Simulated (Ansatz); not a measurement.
Sm:

```
CELL_PARAMETERS angstrom
3.64969 0.00000 0.00000
-1.82484 3.16072 0.00000
0.00000 0.00000 11.72086
ATOMIC_POSITIONS crystal
Sm 0.66667 0.33333 0.75000
Sm 0.33333 0.66667 0.25000
Sm 0.00000 0.00000 0.50000
Sm 0.00000 0.00000 0.00000
```

This isn't the form of Sm at room conditions, which is rhombohedral.

Alike in all runs: program Ansatz 0.2.0; functional PBE; potentials or basis Ansatz PAW; cutoff 420 eV (not typed: the program's choice for these potentials); k mesh 8 × 8 × 3; occupations fermi-dirac, width 0.05 eV.

Starts and where they ended:

| start | free energy over the lowest (meV/atom) | net moment (μB) | site or absolute moments (μB) | gap |
| --- | --- | --- | --- | --- |
| collinear spin, antiferromagnetic start of up to 5 μB | 17.4 | 0.00 | Sm +6.01, -6.01, +6.06, -6.06 | none (metal or under the smearing width) |
| collinear spin, ferromagnetic start of up to 5 μB | 0.0 | 26.06 | Sm +6.09, +6.10 | none (metal or under the smearing width) |
| collinear spin, random start of up to 5.86 μB | 29.0 | 13.20 | Sm -5.88, +6.14, +6.02, +6.00 | none (metal or under the smearing width) |
| collinear spin, ferrimagnetic start of up to 5 μB | 17.4 | 0.00 | Sm +6.01, -6.01, +6.06, -6.06 | none (metal or under the smearing width) |
| no spin polarisation | 4780.5 | - | - | none (metal or under the smearing width) |

The spin-polarised runs without a constraint all converged, yet they end up to 29 meV/atom apart: a converged run can sit in a state that isn't the lowest. Allowing spin polarisation gains 4780 meV/atom. A still lower state may exist.

Caveats: the magnetic or orbital state may not be the lowest (some runs); spin-orbit coupling is left out, which moves the levels of the heavy elements (some runs).
